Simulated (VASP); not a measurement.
# TePb (Fm-3m) in VASP: further runs

One crystal, TePb, is run at these levels: PBE; tasks: single point.

Everything below comes from runs of VASP 6.6.1. Logs are shortened: lines on timing, memory, paths and dates and some standing lists are left out, and cuts for length are marked.

## 1. Starting point

It takes space group Fm-3m (No. 225, cubic). Conventional cell: a = 6.462 Å, b = 6.462 Å, c = 6.462 Å, α = 90.00°, β = 90.00°, γ = 90.00°. Pb (site symmetry m-3m) is surrounded by 6 Te at 3.23 Å. Te (site symmetry m-3m) has 6 Pb at 3.23 Å as nearest neighbours.

## 2. Single point, PBE

The input, INCAR:

```
SYSTEM = TePb
  PREC = Accurate
  ENCUT = 500
  EDIFF = 1E-6
  ISMEAR = 0
  SIGMA = 0.02
  LREAL = .FALSE.
  LASPH = .TRUE.
  NELM = 80
  ALGO = Normal
  ISIF = 2
  LWAVE = .FALSE.
  LCHARG = .FALSE.
  GGA = PE
```

The input, KPOINTS:

```
Automatic mesh
0
G
  5 5 5
  0 0 0
```

The input, POSCAR:

```
TePb
1.0
    0.0000000000      3.2310000000      3.2310000000
    3.2310000000      0.0000000000      3.2310000000
    3.2310000000      3.2310000000      0.0000000000
Pb Te
1 1
Direct
    0.0000000000      0.0000000000      0.0000000000
    0.5000000000      0.5000000000      0.5000000000
```

Potentials or basis: VASP PAW PBE potentials, release 64 (Pb_d_GW, Te_GW).

Launch:

```sh
cat potpaw_PBE.64/Pb_d_GW/POTCAR potpaw_PBE.64/Te_GW/POTCAR > POTCAR
mpirun -np 1 vasp_std > vasp.out
```

OUTCAR:

```text
SYSTEM = TePb
   PREC = Accurate
   ENCUT = 500
   EDIFF = 1E-6
   ISMEAR = 0
   LREAL = .FALSE.
   LASPH = .TRUE.
   NELM = 80
   ISIF = 2
   GGA = PE

 ion  position               nearest neighbor table
   1  0.000  0.000  0.000-   2 3.23   2 3.23   2 3.23   2 3.23   2 3.23   2 3.23
   2  0.500  0.500  0.500-   1 3.23   1 3.23   1 3.23   1 3.23   1 3.23   1 3.23

  LATTYP: Found a face centered cubic cell.
 ALAT       =     6.4620000000

  Lattice vectors:

 A1 = (   0.0000000000,   3.2310000000,   3.2310000000)
 A2 = (   3.2310000000,   0.0000000000,   3.2310000000)
 A3 = (   3.2310000000,   3.2310000000,   0.0000000000)

Analysis of symmetry for initial positions (statically):
=====================================================================
 Subroutine PRICEL returns:
 Original cell was already a primitive cell.

 Routine SETGRP: Setting up the symmetry group for a
 face centered cubic supercell.

 Subroutine GETGRP returns: Found 48 space group operations
 (whereof 48 operations were pure point group operations)
 out of a pool of 48 trial point group operations.

The static configuration has the point symmetry O_h .

Analysis of symmetry for dynamics (positions and initial velocities):
=====================================================================
 Subroutine PRICEL returns:
 Original cell was already a primitive cell.

 Routine SETGRP: Setting up the symmetry group for a
 face centered cubic supercell.

 Subroutine GETGRP returns: Found 48 space group operations
 (whereof 48 operations were pure point group operations)
 out of a pool of 48 trial point group operations.

The dynamic configuration has the point symmetry O_h .

 Subroutine INISYM returns: Found 48 space group operations
 (whereof 48 operations are pure point group operations),
 and found     1 'primitive' translations

----------------------------------------------------------------------------------------

                                     Primitive cell

  volume of cell :      67.4592

  direct lattice vectors                    reciprocal lattice vectors
     0.000000000  3.231000000  3.231000000    -0.154750851  0.154750851  0.154750851
     3.231000000  0.000000000  3.231000000     0.154750851 -0.154750851  0.154750851
     3.231000000  3.231000000  0.000000000     0.154750851  0.154750851 -0.154750851

  length of vectors
     4.569324020  4.569324020  4.569324020     0.268036337  0.268036337  0.268036337

  position of ions in fractional coordinates (direct lattice)
     0.000000000  0.000000000  0.000000000
     0.500000000  0.500000000  0.500000000

  ion indices of the primitive-cell ions
   primitive index   ion index
                 1           1
                 2           2

----------------------------------------------------------------------------------------

 KPOINTS: Automatic mesh

Automatic generation of k-mesh.
 Grid dimensions read from file:
 generate k-points for:    5    5    5

 Generating k-lattice:

  Cartesian coordinates                     Fractional coordinates (reciprocal lattice)
    -0.030950170  0.030950170  0.030950170     0.200000000  0.000000000  0.000000000
     0.030950170 -0.030950170  0.030950170     0.000000000  0.200000000  0.000000000
     0.030950170  0.030950170 -0.030950170     0.000000000  0.000000000  0.200000000

  Length of vectors
     0.053607267  0.053607267  0.053607267

  Shift w.r.t. Gamma in fractional coordinates (k-lattice)
     0.000000000  0.000000000  0.000000000

 Subroutine IBZKPT returns following result:
 ===========================================

 Found     10 irreducible k-points:

 Following reciprocal coordinates:
            Coordinates               Weight
  0.000000  0.000000  0.000000      1.000000
  0.200000  0.000000  0.000000      8.000000
  0.400000  0.000000  0.000000      8.000000
  0.200000  0.200000  0.000000      6.000000
  0.400000  0.200000  0.000000     24.000000
 -0.400000  0.200000  0.000000     24.000000
 -0.200000  0.200000  0.000000     12.000000
  0.400000  0.400000  0.000000      6.000000
 -0.400000  0.400000  0.000000     12.000000
 -0.400000  0.400000  0.200000     24.000000
   k-points           NKPTS =     10   k-points in BZ     NKDIM =     10   number of bands    NBANDS=     15
   number of dos      NEDOS =    301   number of ions     NIONS =      2
   total plane-waves  NPLWV =  46656
   dimension x,y,z NGX =    36 NGY =   36 NGZ =   36
   dimension x,y,z NGXF=    72 NGYF=   72 NGZF=   72
   ions per type =               1   1
   NGX,Y,Z   is equivalent  to a cutoff of  13.10, 13.10, 13.10 a.u.
   NGXF,Y,Z  is equivalent  to a cutoff of  26.20, 26.20, 26.20 a.u.
 SYSTEM =  TePb
   PREC   = accura    normal or accurate (medium, high low for compatibility)
   ISTART =      0    job   : 0-new  1-cont  2-samecut
   ICHARG =      2    charge: 1-file 2-atom 10-const
   ISPIN  =      1    spin polarized calculation?
   LNONCOLLINEAR =      F non collinear calculations
   LSORBIT =      F    spin-orbit coupling
   LASPH  =      T    aspherical Exc in radial PAW
   ENCUT  =  500.0 eV  36.75 Ry    6.06 a.u.   8.33  8.33  8.33*2*pi/ulx,y,z
   NELM   =     80;   NELMIN=  2; NELMDL= -5     # of ELM steps
   EDIFF  = 0.1E-05   stopping-criterion for ELM
   LREAL  =      F    real-space projection
   EDIFFG = 0.1E-04   stopping-criterion for IOM
   NSW    =      0    number of steps for IOM
   IBRION =     -1    ionic relax: 0-MD 1-quasi-New 2-CG
   NFREE  =      0    steps in history (QN), initial steepest desc. (CG)
   ISIF   =      2    stress and relaxation
   ISYM   =      2    0-nonsym 1-usesym 2-fastsym
   POTIM  = 0.5000    time-step for ionic-motion
   TEBEG  =    0.0;   TEEND  =   0.0 temperature during run
   PSTRESS=    0.0 pullay stress
   NELECT =      22.0000    total number of electrons
   NUPDOWN=      -1.0000    fix difference up-down
   EMIN   =  10.00;   EMAX   =-10.00  energy-range for DOS
   EFERMI =   0.00;   METHOD = LEGACY
   ISMEAR =     0;   SIGMA  =   0.02  broadening in eV -4-tet -1-fermi 0-gaus
   EFERMI_NEDOS =   21; number of points for ismear=-14 and -15
   IALGO  =     38    algorithm
   IMIX   =      4    mixing-type and parameters
     AMIX     =   0.40;   BMIX     =  1.00
     AMIX_MAG =   1.60;   BMIX_MAG =  1.00
  volume/ion in A,a.u.               =      33.73       227.62
  Fermi-wavevector in a.u.,A,eV,Ry     =   1.126857  2.129451 17.276766  1.269806
  Thomas-Fermi vector in A             =   2.263541
   LORBIT       =      0    0 simple, 1 ext, 2 COOP (PROOUT), +10 PAW based schemes
   GGA     = PE    functional components
   LHFCALC =     F    Hartree Fock is set to
   AEXX    =    0.0000 exact exchange contribution
   IVDW    =     0    specifies the selected vdW correction
   LEPSILON=     F    determine dielectric tensor
   LRPA    =     F    only Hartree local field effects (RPA)
 non-spin polarized calculation
 Gauss-broadening in eV      SIGMA  =   0.02
  energy-cutoff  :      500.00
  volume of cell :       67.46
 maximum number of plane-waves:      1736
 NGX is ok and might be reduce to    36
   NGX = 17   NGY = 17   NGZ = 17

 number of electron      22.0000003 magnetization

 Free energy of the ion-electron system (eV)
  ---------------------------------------------------
  ext. energy  EPLUGINS =         0.00000000
  ---------------------------------------------------
  free energy    TOTEN  =        -7.50157427 eV

  energy without entropy =       -7.50157427  energy(sigma->0) =       -7.50157427

 E-fermi :   4.3345     XC(G=0):  -9.3594

 val. band max:        3.8752300257   @ k =  -0.2000   0.2000   0.0000
 cond. band min:       5.0805862480   @ k =   0.4000   0.0000   0.0000
 fundamental gap:      1.2053562223
 Fermi energy:         4.3344778236

 k-point     1 :       0.0000    0.0000    0.0000
  band No.  band energies     occupation
      1    -135.3354      2.00000
      2     -12.6421      2.00000
      3     -12.6421      2.00000
      4     -12.6328      2.00000
      5     -12.6328      2.00000
      6     -12.6328      2.00000
      7      -7.9851      2.00000
      8      -1.5634      2.00000
      9       2.6888      2.00000
     10       2.6888      2.00000
     11       2.6888      2.00000
     12       8.1136      0.00000
     13       8.1136      0.00000
     14       8.1136      0.00000
     15       9.8592      0.00000

 k-point     2 :       0.2000    0.0000    0.0000
  band No.  band energies     occupation
      1    -135.3356      2.00000
      2     -12.6469      2.00000
      3     -12.6469      2.00000
      4     -12.6319      2.00000
      5     -12.6272      2.00000
      6     -12.6272      2.00000
      7      -7.6474      2.00000
      8      -2.5566      2.00000
      9       2.7934      2.00000
     10       2.7934      2.00000
     11       3.2024      2.00000
     12       6.6154      0.00000
     13       6.8987      0.00000
     14       6.8987      0.00000
     15       9.7831      0.00000

 k-point     3 :       0.4000    0.0000    0.0000
  band No.  band energies     occupation
      1    -135.3356      2.00000
      2     -12.6558      2.00000
      3     -12.6558      2.00000
      4     -12.6307      2.00000
      5     -12.6170      2.00000
      6     -12.6170      2.00000
      7      -6.8012      2.00000
      8      -4.1887      2.00000
      9       3.0747      2.00000
     10       3.0747      2.00000
     11       3.8570      2.00000
     12       5.0806      0.00000
     13       5.5310      0.00000
     14       5.5310      0.00000
     15      11.3895      0.00000

 k-point     4 :       0.2000    0.2000    0.0000
  band No.  band energies     occupation
      1    -135.3357      2.00000
      2     -12.6590      2.00000
      3     -12.6382      2.00000
      4     -12.6362      2.00000
      5     -12.6242      2.00000
      6     -12.6242      2.00000
      7      -7.5372      2.00000
      8      -2.5379      2.00000
      9       2.1085      2.00000
     10       2.1085      2.00000
     11       3.4463      2.00000
     12       5.8916      0.00000
     13       8.3350      0.00000
     14       8.3350      0.00000
     15       8.4379      0.00000

 k-point     5 :       0.4000    0.2000    0.0000
  band No.  band energies     occupation
      1    -135.3355      2.00000
      2     -12.6721      2.00000
      3     -12.6428      2.00000
      4     -12.6343      2.00000
      5     -12.6183      2.00000
      6     -12.6147      2.00000
      7      -6.8613      2.00000
      8      -3.6017      2.00000
      9       1.8211      2.00000
     10       1.9837      2.00000
     11       2.2845      2.00000
     12       6.9433      0.00000
     13       7.5514      0.00000
     14       7.5703      0.00000
     15       8.9774      0.00000

 k-point     6 :      -0.4000    0.2000    0.0000
  band No.  band energies     occupation
      1    -135.3357      2.00000
      2     -12.6686      2.00000
      3     -12.6515      2.00000
      4     -12.6268      2.00000
      5     -12.6194      2.00000
      6     -12.6147      2.00000
      7      -6.4068      2.00000
      8      -4.3123      2.00000
      9       1.0824      2.00000
     10       2.5402      2.00000
     11       2.9190      2.00000
     12       6.1182      0.00000
     13       6.2535      0.00000
     14       8.2131      0.00000
     15      11.0914      0.00000

 k-point     7 :      -0.2000    0.2000    0.0000
  band No.  band energies     occupation
      1    -135.3356      2.00000
      2     -12.6534      2.00000
      3     -12.6532      2.00000
      4     -12.6296      2.00000
      5     -12.6234      2.00000
      6     -12.6202      2.00000
      7      -7.1276      2.00000
      8      -3.4167      2.00000
      9       1.4462      2.00000
     10       3.2659      2.00000
     11       3.8752      2.00000
     12       5.3426      0.00000
     13       5.6228      0.00000
     14       8.3398      0.00000
     15      10.2952      0.00000

 k-point     8 :       0.4000    0.4000    0.0000
  band No.  band energies     occupation
      1    -135.3356      2.00000
      2     -12.6975      2.00000
      3     -12.6418      2.00000
      4     -12.6319      2.00000
      5     -12.6093      2.00000
      6     -12.6093      2.00000
      7      -6.5294      2.00000
      8      -3.2496      2.00000
      9       0.1825      2.00000
     10       1.3495      2.00000
     11       1.3495      2.00000
     12       7.4585      0.00000
     13       9.2786      0.00000
     14       9.2786      0.00000
     15       9.6810      0.00000

 k-point     9 :      -0.4000    0.4000    0.0000
  band No.  band energies     occupation
      1    -135.3356      2.00000
      2     -12.6944      2.00000
      3     -12.6377      2.00000
      4     -12.6366      2.00000
      5     -12.6114      2.00000
      6     -12.6089      2.00000
      7      -6.2215      2.00000
      8      -3.7553      2.00000
      9      -0.2166      2.00000
     10       1.5601      2.00000
     11       1.7244      2.00000
     12       7.8284      0.00000
     13       8.2957      0.00000
     14       8.8823      0.00000
     15      10.2245      0.00000

 k-point    10 :      -0.4000    0.4000    0.2000
  band No.  band energies     occupation
      1    -135.3355      2.00000
      2     -12.6828      2.00000
      3     -12.6441      2.00000
      4     -12.6303      2.00000
      5     -12.6193      2.00000
      6     -12.6094      2.00000
      7      -6.3069      2.00000
      8      -3.9486      2.00000
      9       0.6329      2.00000
     10       0.6367      2.00000
     11       3.3450      2.00000
     12       5.9613      0.00000
     13       8.7352      0.00000
     14       8.9091      0.00000
     15      10.2184      0.00000

------------------------ aborting loop because EDIFF is reached ----------------------------------------

  FORCE on cell =-STRESS in cart. coord.  units (eV):
  Direction    XX          YY          ZZ          XY          YZ          ZX
  --------------------------------------------------------------------------------------
  -------------------------------------------------------------------------------------
  Total        0.8458216      0.8458216      0.8458216     -0.0000000      0.0000000      0.0000000
  in kB       20.0885452     20.0885452     20.0885452     -0.0000000      0.0000000      0.0000000
  external PRESSURE =      20.0885452 kB  Pullay stress =       0.0000000 kB

 VOLUME and BASIS-vectors are now :
 -----------------------------------------------------------------------------
  energy-cutoff  :      500.00
  volume of cell :       67.46
      direct lattice vectors                 reciprocal lattice vectors
     0.000000000  3.231000000  3.231000000    -0.154750851  0.154750851  0.154750851
     3.231000000  0.000000000  3.231000000     0.154750851 -0.154750851  0.154750851
     3.231000000  3.231000000  0.000000000     0.154750851  0.154750851 -0.154750851

 POSITION                                       TOTAL-FORCE (eV/Angst)
 -----------------------------------------------------------------------------------
      0.00000      0.00000      0.00000         0.000000      0.000000      0.000000
      3.23100      3.23100      3.23100        -0.000000      0.000000     -0.000000
 -----------------------------------------------------------------------------------
    total drift:                               -0.000000      0.000000      0.000000

  FREE ENERGIE OF THE ION-ELECTRON SYSTEM (eV)
  ---------------------------------------------------
  free  energy   TOTEN  =        -7.5015742716 eV

  energy  without entropy=       -7.5015742716  energy(sigma->0) =       -7.50157427
```

Wall time 11 s (1 thread of Intel Xeon Platinum 8559C (Emerald Rapids), shared host); peak memory 0.21 GiB.

Results:

* Free energy: -7.5016 eV
* Pressure: 2.0 GPa

Caveat: this odd mesh misses L, where the gap lies, so gap, dielectric constants and Born charges aren't listed.

## 3. Single point, PBE

The input, INCAR:

```
PREC     = Accurate       # precision mode
ENCUT    = 520            # plane-wave cutoff, eV
EDIFF    = 1E-6           # SCF threshold, eV
ISMEAR   = 0              # smearing method
SIGMA    = 0.015          # smearing width, eV
LREAL    = False          # projectors in reciprocal space
LASPH    = True           # aspherical terms in the spheres
NELM     = 100            # most SCF steps
ALGO     = Normal         # electronic algorithm
ISIF     = 2              # what is computed and relaxed
LWAVE    = False          # write WAVECAR
LCHARG   = True           # write CHGCAR
GGA      = PE             # functional
LELF     = True           # ELF
LVHAR    = True         
NBANDS   = 17             # bands
```

The input, KPOINTS:

```
Automatic mesh
0
Gamma
  7 7 7
```

POSCAR is that of step 2.

Potentials or basis: VASP PAW PBE potentials, release 64 (Pb_d, Te).

Launch:

```sh
cat potpaw_PBE.64/Pb_d/POTCAR potpaw_PBE.64/Te/POTCAR > POTCAR
mpirun -np 1 vasp_std > vasp.out
```

Run time: 24 s. Hardware: 1 thread of Intel Xeon Platinum 8488C (Sapphire Rapids), shared host; peak memory 0.2 GiB.

The run converged. Its results:

| Property | Result |
| --- | --- |
| Free energy | -7.5026 eV |
| Pressure | 2.1 GPa |

Levels at points of the mesh, in eV from the Fermi level:
| k point | band 8 | band 9 | band 10 | band 11 | band 12 | band 13 |
| --- | --- | --- | --- | --- | --- | --- |
| (0.00, 0.00, 0.00) | -1.31 | -1.31 | -1.31 | 4.12 | 4.12 | 4.12 |

Caveat: this odd mesh misses L, where the gap lies, so gap, dielectric constants and Born charges aren't listed. Spin-orbit coupling is left out, which matters for the levels of Pb, Te.

(Part 1 of 2 ends here.)
